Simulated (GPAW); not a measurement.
Here is a GPAW 26.7.0 calculation.

The input run.py:

```python
from ase import Atoms
from ase.eos import EquationOfState
from ase.io import Trajectory
from ase.units import GPa
from gpaw import GPAW, PW

atoms = Atoms(['Ni', 'Al'],
              cell=[[2.881, 0.0, 0.0],
                    [0.0, 2.881, 0.0],
                    [0.0, 0.0, 2.881]],
              scaled_positions=[[0.5, 0.5, 0.5],
                                [0.0, 0.0, 0.0]],
              pbc=True)
atoms.set_initial_magnetic_moments([1.0, 0.0])

traj = Trajectory('eos.traj', 'w')
volumes, energies = [], []
for x in [0.94, 0.96, 0.98, 1.0, 1.02, 1.04, 1.06]:
    a = atoms.copy()
    a.set_cell(atoms.cell * x**(1 / 3), scale_atoms=True)
    calc = GPAW(mode=PW(600),
                xc='PBE',
                kpts={'size': (7, 7, 7), 'gamma': True},
                occupations={'name': 'fermi-dirac', 'width': 0.05},
                setups={'Ni': ':d,6.0'},
                nbands=20,
                convergence={'density': 1e-05, 'energy': 1e-05},
                maxiter=150,
                txt=f'eos-{x:.2f}.txt')
    a.calc = calc
    energies.append(a.get_potential_energy(force_consistent=True))
    volumes.append(a.get_volume())
    p = -a.get_stress()[:3].mean() / GPa
    calc.write(f'eos-{x:.2f}.gpw')
    traj.write(a)
    print(f'{x:.2f} {volumes[-1]:10.4f} A^3 {energies[-1]:14.6f} eV {p:9.3f} GPa', flush=True)

v0, e0, B = EquationOfState(volumes, energies, eos='birchmurnaghan').fit()
print(f'V0 = {v0:.4f} A^3, E0 = {e0:.6f} eV, B0 = {B / GPa:.2f} GPa')
```

Potentials or basis: GPAW PAW data sets (gpaw-data 1.2.1), pw.

Launch:

```sh
$ OMP_NUM_THREADS=1 python run.py
```

Predict the equilibrium volume.

11.86 Å³/atom.

Predict the bulk modulus.

163 GPa.

Predict the pressure derivative of the bulk modulus.

4.5.

Energy against volume, from the lowest point:
```csv
volume (Å³/atom),energy (meV/atom)
11.239,17.94
11.478,6.29
11.717,0.53
11.956,0.00
12.196,4.18
12.435,12.58
12.674,24.76
```

Caveat: the U is typed as a test and isn't derived for this compound. The state reached can hang on the start; a lower one may exist.
